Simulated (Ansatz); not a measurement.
## Cu: equilibrium volume by level of theory

**What was measured.** The equilibrium volume of Cu (Copper) (Fm-3m) is reported as 11.81 Å³/atom at 298 K (a printed reference work). The runs below try to reproduce it.

The structure is cubic, space group Fm-3m (No. 225). Conventional cell: a = 3.615 Å, b = 3.615 Å, c = 3.615 Å, α = 90.00°, β = 90.00°, γ = 90.00°. Cu (site symmetry m-3m) has 12 Cu at 2.56 Å as nearest neighbours.

| rung | level | program and potentials | cutoff (eV) | k mesh | smearing | task | core time | chip | equilibrium volume (Å³/atom) | miss | notes |
| --- | --- | --- | --- | --- | --- | --- | --- | --- | --- | --- | --- |
| GGA + dispersion | PBE+D4 | Ansatz, Ansatz PAW | 420 | 13 × 13 × 13 | fermi-dirac 0.05 | relaxation of cell and atoms | 3.9 s | Intel Xeon 6975P-C Granite Rapids | 11.39 | -3.6 % | - |
| GGA + dispersion | PBE+D3(BJ) | Ansatz, Ansatz PAW | 420 | 13 × 13 × 13 | fermi-dirac 0.05 | relaxation of cell and atoms | 4 s | Intel Xeon 6975P-C Granite Rapids | 11.30 | -4.3 % | - |
| GGA | PBE | Ansatz, SSSP precision PAW | 1225 | 13 × 13 × 13 | fermi-dirac 0.05 | equation of state | 7.2 s | AMD EPYC 9B45 Zen 5 | 11.95 | +1.2 % | - |
| GGA | PBEsol | Ansatz, Ansatz PAW | 420 | 13 × 13 × 13 | fermi-dirac 0.05 | relaxation of cell and atoms | 7.8 s | Arm Neoverse N1 | 11.31 | -4.2 % | potentials made for PBE, which Ansatz adapts in part |
| GGA + dispersion | revPBE+D3(BJ) | Ansatz, Ansatz PAW | 420 | 13 × 13 × 13 | fermi-dirac 0.05 | relaxation of cell and atoms | 8.7 s | Intel Xeon Platinum 8259CL Skylake/Cascade Lake | 10.99 | -6.9 % | potentials made for PBE, which Ansatz adapts in part |
| GGA + dispersion | BLYP+D4 | Ansatz, Ansatz PAW | 420 | 13 × 13 × 13 | fermi-dirac 0.05 | relaxation of cell and atoms | 11 s | Intel Xeon Platinum 8259CL Skylake/Cascade Lake | 11.43 | -3.2 % | potentials made for PBE, which Ansatz adapts in part |
| GGA | PBE | Ansatz, SPMS NC | 952 | 13 × 13 × 13 | fermi-dirac 0.05 | equation of state | 19 s | Arm Neoverse V1 | 11.95 | +1.2 % | - |
| hybrid | HSE03 | Ansatz, Ansatz PAW | 420 | 7 × 7 × 7 | fermi-dirac 0.05 | relaxation of cell and atoms | 36 s | AMD EPYC 9R45 Zen 5 | 11.97 | +1.4 % | coarse mesh; potentials made for PBE, which Ansatz adapts in part |
| hybrid | B3LYP | Ansatz, Ansatz PAW | 420 | 7 × 7 × 7 | fermi-dirac 0.05 | relaxation of cell and atoms | 50 s | Intel Xeon 6975P-C Granite Rapids | 12.53 | +6.1 % | coarse mesh; potentials made for PBE, which Ansatz adapts in part |
| hybrid | revPBE0 | Ansatz, Ansatz PAW | 420 | 7 × 7 × 7 | fermi-dirac 0.05 | equation of state | 2 min | Arm Neoverse V1 | 12.19 | +3.2 % | coarse mesh; potentials made for PBE, which Ansatz adapts in part |
| hybrid | LC-wPBE | Ansatz, Ansatz PAW | 420 | 7 × 7 × 7 | fermi-dirac 0.05 | equation of state | 2.1 min | Arm Neoverse V2 | 11.47 | -2.9 % | coarse mesh; potentials made for PBE, which Ansatz adapts in part |
| hybrid | r2SCAN50 | Ansatz, Ansatz PAW | 500 | 7 × 7 × 7 | fermi-dirac 0.05 | equation of state | 3.9 min | Intel Xeon Platinum 8375C Ice Lake | 11.91 | +0.8 % | coarse mesh; potentials made for PBE, which Ansatz adapts in part |

Times are single runs on shared hosts and different chips, so they are rough; meshes, cutoffs and the tasks' sizes weigh on the time. All rows: no spin polarisation. Smearing widths are in eV. For a metal such meshes aren't converged. Meshes differ between rows, which moves values too. Meshes are those of the run's cell of 1 atom unless a note names another. Relaxations start from the cell shown or near it and stop with a little pressure left. Misses use the values as printed. Runs on faulty files, with rough fits or with known faults for this quantity aren't shown. No row holds spin-orbit coupling.

By rung: GGA + dispersion 10.99 to 11.43; GGA 11.31 to 11.95; hybrid on coarse meshes 11.47 to 12.53 (Å³/atom). Measured: 11.81 Å³/atom at 298 K (a printed reference work). Closest, coarse meshes and atomic bases left aside, is PBE with Ansatz, SPMS NC (+1.2 %). The runs are for a static lattice, while measurements hold temperature and zero-point motion.
